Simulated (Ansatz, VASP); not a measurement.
One calculation of Si, two programs

```
CELL_PARAMETERS angstrom
0.00000 2.73469 2.73469
2.73469 0.00000 2.73469
2.73469 2.73469 0.00000
ATOMIC_POSITIONS crystal
Si 0.00000 0.00000 0.00000
Si 0.25000 0.25000 0.25000
```

Alike in both runs: functional PBE; k mesh 12 × 12 × 12; occupations gaussian, width 0.02 eV; no spin polarisation.

Ansatz relaxed the structure, and its values are those at the end. VASP's run is a single point on that final structure, the one shown.

|  | VASP | Ansatz |
| --- | --- | --- |
| version | VASP 6.6.1 | Ansatz 0.2.0 |
| potentials or method | VASP PAW PBE potentials, release 64 (Si) | scalar-relativistic, plane waves, PAW |
| plane-wave cutoff (eV) | 520 | 420 |
| valence electrons in the cell | 8 | 8 |

```csv
,VASP,Ansatz,Ansatz less VASP
gap on the k mesh at the Fermi level (eV),0.61,0.61,-0.002
least direct gap on the mesh (eV),2.56,2.55,-0.005
pressure (GPa),0.0,0.0,+0.08
```

A k mesh can miss the band edges. Expect the measured gap to be larger: semilocal functionals such as PBE lack the derivative discontinuity.
